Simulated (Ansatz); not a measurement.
Crystal: Gd.

```
Gd
1.0
     3.63600    0.00000    0.00000
    -1.81800    3.14887    0.00000
     0.00000    0.00000    5.78260
Gd
2
Cartesian
  1.8180 1.0496 4.3369
  0.0000 2.0992 1.4457
```

Base run:

- Program: Ansatz 0.2.0
- Functional: PBEsol
- Potentials or basis: Ansatz PAW
- Cutoff: 420 eV (not typed: the program's choice for these potentials)
- k mesh: 7 × 7 × 4
- Occupations: fermi-dirac, width 0.05 eV
- Spin: collinear spin, ferromagnetic start
- Starting moments: [8.75, 8.75] μB
- Fixed moment: 17.5 μB

Its results: pressure 0.7 GPa; site moments Gd +8.03 μB.

Problem. The run is repeated on the same cell with these changes: fixed moment from 17.5 μB to 10.5 μB; moments at the start from [8.75, 8.75] to [5.25, 5.25]. What comes out?

Solution. Pressure 1.4 GPa; site moments Gd +5.91 μB.

Caveats: the total moment is fixed, so each spin has its own Fermi level; the PAW data sets come from PBE, with cores solved anew for the run's functional, which leaves a small shift of forces and pressure; the thresholds are loose for stress.
